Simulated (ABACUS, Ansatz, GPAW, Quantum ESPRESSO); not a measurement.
# PbS: bulk modulus by level of theory

The structure is cubic, space group Fm-3m (No. 225). The conventional cell has a = 5.931 Å, b = 5.931 Å, c = 5.931 Å, α = 90.00°, β = 90.00°, γ = 90.00°. Pb (site symmetry m-3m) is surrounded by 6 S at 2.97 Å. S (site symmetry m-3m) is surrounded by 6 Pb at 2.97 Å.

```csv
rung,level,program and potentials,cutoff (eV),k mesh,smearing,spin,core time,chip,bulk modulus (GPa),miss,notes
GGA + dispersion,PBEsol+D3(zero damping),"GPAW, PAW data sets generated for this functional",600,6 × 6 × 6,fermi-dirac 0.05,off,28 s,AMD EPYC 9R45 Zen 5,56.3,+10.4 %,-
GGA,PBE,"Ansatz, Ansatz PAW accurate",700,8 × 8 × 8,fermi-dirac 0.05,off,31 s,Arm Neoverse V1,53.0,+3.9 %,-
GGA,PBE,"Ansatz, Ansatz PAW",420,8 × 8 × 8,fermi-dirac 0.05,"SOC, no magnetisation",34 s,INTEL XEON PLATINUM 8581C Emerald Rapids,50.5,-1.0 %,-
GGA,PBE,"GPAW, GPAW PAW data sets (gpaw-data 1.2.1), newer versions",600,6 × 6 × 6,fermi-dirac 0.05,off,63 s,Arm Neoverse V2,(a),?,-
GGA,AM05,"ABACUS, SG15 ONCV 1.2 PBE, plane waves",857,6 × 6 × 6,fermi-dirac 0.05,off,68 s,AMD EPYC 9R45 Zen 5,55.0,+7.8 %,potentials made for PBE
GGA,RGE2,"Quantum ESPRESSO, PseudoDojo 0.4.1 SR PBE standard",762,8 × 8 × 8,fermi-dirac 0.05,off,1.8 min,AMD EPYC 7B13 Zen 3,55.9,+9.6 %,potentials made for PBE
GGA,PW91,"ABACUS, PseudoDojo NC SR 0.4.1 PBE standard, plane waves",857,6 × 6 × 6,fermi-dirac 0.05,off,2.6 min,Intel Xeon Platinum 8259CL Skylake/Cascade Lake,53.8,+5.5 %,potentials made for PBE; fit through 4 volumes
```

Times are single runs on shared hosts and different chips, so they are rough; meshes, cutoffs and the tasks' sizes weigh on the time. Task: equation of state. Smearing widths are in eV. The cell comes from a database and isn't always the measured one. Meshes differ between rows, which moves values too. Meshes are those of the run's cell of 2 atoms unless a note names another. Misses use the values as printed. Runs on faulty files, with rough fits or with known faults for this quantity aren't shown.

Measured: 51 GPa (arxiv:cond-mat/0210013). The runs are for a static lattice.

Task: Estimate the value left out from the other rows.

Result: (a) 53.2 GPa, miss +4.3 %.
